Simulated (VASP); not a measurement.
# AlAs (F-43m) in VASP: a series of runs, part 4 of 4

VASP 6.6.1.

## (6) Relaxation of cell and atoms, PBEsol

This run uses another cell than the first one, of 22.93 Å³/atom, 0.974 times its volume.

File INCAR:

```
SYSTEM = AlAs
PREC = Accurate
ENCUT = 600
EDIFF = 1E-7
ISMEAR = 0
SIGMA = 0.03
LREAL = .FALSE.
LASPH = .TRUE.
NELM = 80
ALGO = Normal
ISIF = 3
LWAVE = .FALSE.
LCHARG = .FALSE.
GGA = PS
IBRION = 2
NSW = 90
EDIFFG = -0.005
```

File KPOINTS:

```
Automatic mesh
0
G
  8 8 8
  0 0 0
```

File POSCAR:

```
AlAs                                    
1.0
   -0.0000000000      2.8408844734      2.8408844734
    2.8408844734     -0.0000000000      2.8408844734
    2.8408844734      2.8408844734     -0.0000000000
  Al              As            
     1     1
Direct
     0.0000000000000000    0.0000000000000000    0.0000000000000000
     0.2500000000000000    0.2500000000000000    0.2500000000000000
```

Potentials or basis: VASP PAW PBE potentials, release 64 (Al, As).

Started as:

```
$ cat potpaw_PBE.64/Al/POTCAR potpaw_PBE.64/As/POTCAR > POTCAR
$ mpirun -np 1 vasp_std > vasp.out
```

OUTCAR:

```text
SYSTEM = AlAs
   PREC = Accurate
   ENCUT = 600
   EDIFF = 1E-7
   ISMEAR = 0
   LREAL = .FALSE.
   LASPH = .TRUE.
   NELM = 80
   ISIF = 3
   GGA = PS
   IBRION = 2
   NSW = 90
   EDIFFG = -0.005

 ion  position               nearest neighbor table
   1  0.000  0.000  0.000-   2 2.46   2 2.46   2 2.46   2 2.46
   2  0.250  0.250  0.250-   1 2.46   1 2.46   1 2.46   1 2.46

  LATTYP: Found a face centered cubic cell.
 ALAT       =     5.6817689468

  Lattice vectors:

 A1 = (   0.0000000000,   2.8408844734,   2.8408844734)
 A2 = (   2.8408844734,   0.0000000000,   2.8408844734)
 A3 = (   2.8408844734,   2.8408844734,   0.0000000000)

Analysis of symmetry for initial positions (statically):
=====================================================================
 Subroutine PRICEL returns:
 Original cell was already a primitive cell.

 Routine SETGRP: Setting up the symmetry group for a
 face centered cubic supercell.

 Subroutine GETGRP returns: Found 24 space group operations
 (whereof 24 operations were pure point group operations)
 out of a pool of 48 trial point group operations.

The static configuration has the point symmetry T_d .

Analysis of symmetry for dynamics (positions and initial velocities):
=====================================================================
 Subroutine PRICEL returns:
 Original cell was already a primitive cell.

 Routine SETGRP: Setting up the symmetry group for a
 face centered cubic supercell.

 Subroutine GETGRP returns: Found 24 space group operations
 (whereof 24 operations were pure point group operations)
 out of a pool of 48 trial point group operations.

The dynamic configuration has the point symmetry T_d .

 Subroutine INISYM returns: Found 24 space group operations
 (whereof 24 operations are pure point group operations),
[... 112 lines left out ...]
   EFERMI_NEDOS =   21; number of points for ismear=-14 and -15
   IALGO  =     38    algorithm
   IMIX   =      4    mixing-type and parameters
     AMIX     =   0.40;   BMIX     =  1.00
     AMIX_MAG =   1.60;   BMIX_MAG =  1.00
  volume/ion in A,a.u.               =      22.93       154.72
  Fermi-wavevector in a.u.,A,eV,Ry     =   0.914762  1.728649 11.385202  0.836789
  Thomas-Fermi vector in A             =   2.039426
   LORBIT       =      0    0 simple, 1 ext, 2 COOP (PROOUT), +10 PAW based schemes
   GGA     = PS    functional components
   LHFCALC =     F    Hartree Fock is set to
   AEXX    =    0.0000 exact exchange contribution
   IVDW    =     0    specifies the selected vdW correction
   LEPSILON=     F    determine dielectric tensor
   LRPA    =     F    only Hartree local field effects (RPA)
 conjugate gradient relaxation of ions
 non-spin polarized calculation
 Gauss-broadening in eV      SIGMA  =   0.03
  energy-cutoff  :      600.00
  volume of cell :       45.86
 maximum number of plane-waves:      1543
   NGX = 17   NGY = 17   NGZ = 17

 number of electron       8.0000001 magnetization

 Free energy of the ion-electron system (eV)
  ---------------------------------------------------
  ext. energy  EPLUGINS =         0.00000000
  ---------------------------------------------------
  free energy    TOTEN  =       -10.06494903 eV

  energy without entropy =      -10.06494903  energy(sigma->0) =      -10.06494903

 E-fermi :   3.8682     XC(G=0):  -9.1529

 val. band max:        3.7083619074   @ k =   0.0000   0.0000   0.0000
 cond. band min:       5.0464248143   @ k =   0.5000   0.5000   0.0000
 fundamental gap:      1.3380629069
 Fermi energy:         3.8681568566

 k-point     1 :       0.0000    0.0000    0.0000
  band No.  band energies     occupation
      1      -8.1168      2.00000
      2       3.7084      2.00000
      3       3.7084      2.00000
      4       3.7084      2.00000
      5       5.6018      0.00000
      6       7.9525      0.00000
      7       7.9525      0.00000
      8       7.9525      0.00000
[... 243 lines left out ...]
 k-point    24 :      -0.3750    0.2500    0.1250
  band No.  band energies     occupation
      1      -6.4568      2.00000
      2      -1.5329      2.00000
      3       1.0196      2.00000
      4       2.1723      2.00000
      5       7.2938      0.00000
      6       7.8606      0.00000
      7      10.3076      0.00000
      8      11.2383      0.00000

 [... further k-points ...]
[... 5 lines left out ...]
  --------------------------------------------------------------------------------------
  -------------------------------------------------------------------------------------
  Total        0.0003260      0.0003260      0.0003260      0.0000000      0.0000000      0.0000000
  in kB        0.0113905      0.0113905      0.0113905      0.0000000      0.0000000      0.0000000
  external PRESSURE =       0.0113905 kB  Pullay stress =       0.0000000 kB

 VOLUME and BASIS-vectors are now :
 -----------------------------------------------------------------------------
  energy-cutoff  :      600.00
  volume of cell :       45.86
      direct lattice vectors                 reciprocal lattice vectors
     0.000000000  2.840884473  2.840884473    -0.176001525  0.176001525  0.176001525
     2.840884473  0.000000000  2.840884473     0.176001525 -0.176001525  0.176001525
     2.840884473  2.840884473  0.000000000     0.176001525  0.176001525 -0.176001525

 POSITION                                       TOTAL-FORCE (eV/Angst)
 -----------------------------------------------------------------------------------
      0.00000      0.00000      0.00000        -0.000000     -0.000000     -0.000000
      1.42044      1.42044      1.42044         0.000000      0.000000      0.000000
 -----------------------------------------------------------------------------------
    total drift:                                0.000000      0.000000      0.000000

  FREE ENERGIE OF THE ION-ELECTRON SYSTEM (eV)
  ---------------------------------------------------
  free  energy   TOTEN  =       -10.0649490296 eV

  energy  without entropy=      -10.0649490296  energy(sigma->0) =      -10.06494903

 reached required accuracy - stopping structural energy minimisation
```

OSZICAR:

```text
N       E                     dE             d eps       ncg     rms          rms(c)
DAV:   1     0.142141309626E+02    0.14214E+02   -0.32310E+03   464   0.833E+02
DAV:   2    -0.971217829848E+01   -0.23926E+02   -0.22875E+02   640   0.903E+01
DAV:   3    -0.103269753348E+02   -0.61480E+00   -0.61480E+00   576   0.194E+01
DAV:   4    -0.103301754817E+02   -0.32001E-02   -0.32001E-02   736   0.160E+00
DAV:   5    -0.103301808668E+02   -0.53852E-05   -0.53852E-05   576   0.560E-02    0.324E+00
DAV:   6    -0.101130132176E+02    0.21717E+00   -0.41979E-01   504   0.290E+00    0.184E+00
DAV:   7    -0.100667004340E+02    0.46313E-01   -0.18647E-01   616   0.206E+00    0.659E-01
DAV:   8    -0.100648483952E+02    0.18520E-02   -0.98039E-03   464   0.598E-01    0.928E-02
DAV:   9    -0.100648962010E+02   -0.47806E-04   -0.32694E-04   672   0.138E-01    0.508E-02
DAV:  10    -0.100649474828E+02   -0.51282E-04   -0.58854E-05   568   0.552E-02    0.619E-03
DAV:  11    -0.100649490684E+02   -0.15856E-05   -0.74549E-06   624   0.152E-02    0.313E-03
DAV:  12    -0.100649490180E+02    0.50339E-07   -0.12426E-06   568   0.622E-03    0.149E-03
DAV:  13    -0.100649490296E+02   -0.11582E-07   -0.38339E-08   288   0.143E-03
   1 F= -.10064949E+02 E0= -.10064949E+02  d E =-.100649E+02
```

It took 7.9 s on 1 thread of Intel Xeon Platinum 8488C (Sapphire Rapids), shared host; peak memory 0.18 GiB.

What came out:

```yaml
Free_energy: -10.0649 eV
Pressure_after_relaxing: 0.0 GPa
Band_gap_on_the_k_mesh: 1.34 eV, indirect (least direct gap 1.89 eV)
```

Final structure:
```yaml
crystal:
  lattice:
    - [0.00000, 2.84088, 2.84088]
    - [2.84088, 0.00000, 2.84088]
    - [2.84088, 2.84088, 0.00000]
  atoms:
    - { symbol: Al, position: [0.00000, 0.00000, 0.00000] }
    - { symbol: As, position: [0.25000, 0.25000, 0.25000] }
```

Levels at points of the mesh, in eV from the valence-band top:
```csv
k point,band 1,band 2,band 3,band 4,band 5,band 6,band 7,band 8
"(0.00, 0.00, 0.00)",-11.83,0.00,0.00,0.00,1.89,4.24,4.24,4.24
"(0.50, 0.00, 0.00)",-10.42,-5.55,-0.82,-0.82,2.04,4.62,4.62,7.56
"(0.50, 0.50, 0.00)",-9.88,-5.40,-2.16,-2.16,1.34,2.22,10.20,10.20
```

Caveat: the relaxation stopped at its first step, so nothing moved; the PAW data sets were made with another functional, which shifts forces and pressure a little. A k mesh can miss the band edges.

## (7) Overview

```csv
level,potentials or basis,gap on the mesh (eV),pressure (GPa)
PBE,"VASP PAW PBE potentials, release 64 (Al, As)",1.50,0.0
LDA,"VASP PAW LDA potentials, release 64 (Al, As)",1.32,0.0
PBEsol,"VASP PAW PBE potentials, release 64 (Al, As)",1.34,0.0
```

Alike in all rows: task relaxation of cell and atoms; no spin polarisation; cell relaxed; k mesh 8 × 8 × 8; cutoff (eV) 600; smearing gaussian 0.03 eV.

Caveats: the relaxation stopped at its first step, so nothing moved; the PAW data sets were made with another functional, which shifts forces and pressure a little (some runs).

Absolute energies hang on the potentials; compare differences alone.
